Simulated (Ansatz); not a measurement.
Runs of Ansatz 0.2.0 on MnO. Symmetry: Fm-3m, No. 225, cubic system. Conventional cell: a = 4.448 Å, b = 4.448 Å, c = 4.448 Å, α = 90.00°, β = 90.00°, γ = 90.00°. Mn (site symmetry m-3m) has 6 O at 2.22 Å as nearest neighbours. O (site symmetry m-3m) has 6 Mn at 2.22 Å as nearest neighbours. The cell is a database's computed one.

```csv
task,level,cell,k mesh,cutoff (eV),points for each segment of the path,atoms under strain,mesh quality,gap on the mesh (eV),pressure (GPa),moment (μB),relaxed volume (Å³/atom)
band structure,HF,as given,5 × 5 × 5,420,4,-,coarse,11.27,7.8,5.00,-
relaxation of cell and atoms,HF,relaxed,5 × 5 × 5,420,-,-,coarse,11.01,0.0,5.00,11.50
elastic constants,PBE,as given,7 × 7 × 7,420,-,clamped,not flagged,(b),-1.4,4.72,-
band structure,r2SCAN0,as given,5 × 5 × 5,500,4,-,coarse,2.70,-1.5,5.00,-
relaxation of cell and atoms,HSEsol,relaxed,5 × 5 × 5,420,-,-,coarse,(a),0.0,5.00,10.75
```

Alike in all rows: potentials or basis Ansatz PAW; spin collinear, ferromagnetic start; smearing fermi-dirac 0.05 eV.

**Question.** Estimate the missing entries.

**Answer.** (a) 1.40; (b) none.

Caveats: some runs use coarse meshes; a cell with one magnetic atom can't hold antiferromagnetic order, which such compounds often take; the magnetic or orbital state may not be the lowest (some runs); the PAW data sets come from PBE, with cores solved anew for the run's functional, which leaves a small shift of forces and pressure (some runs); the k mesh misses the band edges, so the gap on the mesh is wider than the one along the path (some runs); the thresholds are loose for stress (some runs); odd divisions of the mesh miss points on the zone boundary, where band edges often lie, so the gap on the mesh can be too wide (some runs); the plane-wave basis is chosen anew once the cell has moved, so the energies of steps on either side of that aren't comparable (some runs).
